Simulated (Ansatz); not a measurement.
**Te under changes of volume**

One of the cells (33.766 Å³/atom); the others are scaled copies at fixed shape and fractional positions:

```
CELL_PARAMETERS angstrom
4.44693 0.00000 0.00000
-2.22347 3.85115 0.00000
0.00000 0.00000 5.91492
ATOMIC_POSITIONS crystal
Te 0.73100 0.73100 0.50000
Te 0.00000 0.26900 0.83333
Te 0.26900 0.00000 0.16667
```

- Program: Ansatz 0.2.0
- Functional: PBE
- Potentials or basis: all-electron LAPW, scalar-relativistic
- Cutoff: 235 eV (chosen from the basis error)
- Basis error allowed: 0.001 eV/atom
- k mesh: 7 × 7 × 5
- Occupations: fermi-dirac, width 0.05 eV
- Spin: no spin polarisation

```tsv
volume (Å³/atom)	energy over the lowest point (meV/atom)	pressure (GPa)	gap on the mesh (eV)	largest force (eV/Å)
31.740	?	?	?	?
32.415	29.92	4.0	0.62	0.398
33.091	15.53	2.8	0.63	0.280
33.766	6.08	1.7	0.63	0.169
34.441	1.06	0.7	0.64	0.066
35.117	0.00	-0.2	0.64	0.030
35.792	2.50	-1.0	0.65	0.120
```

Q: What does the run at 31.740 Å³/atom give?

A: Energy over the lowest point 49.82 meV/atom; pressure 5.4 GPa; gap on the mesh 0.61 eV; largest force 0.526 eV/Å.

Worked out: A Birch-Murnaghan fit of order 3 (a polynomial in V^(-2/3)) to the other rows has its minimum at 34.97 Å³/atom with B0 = V·E''(V) = 45 GPa and B' = 4.6 at fixed shape and positions, which overstates the stiffness. It gives 49.80 meV/atom at 31.740 Å³/atom, against the run's 49.82, and -dE/dV = 5.4 GPa, against 5.4. A straight line through the other rows of the gap, of slope 0.274 eV per unit of ln V, extrapolates to 0.62 eV, against the run's 0.61.

Energies are extrapolated to zero smearing.

Caveats: spin-orbit coupling is left out, which moves the levels of the heavy elements; an odd mesh through Γ misses points on the zone boundary, where band edges often lie.
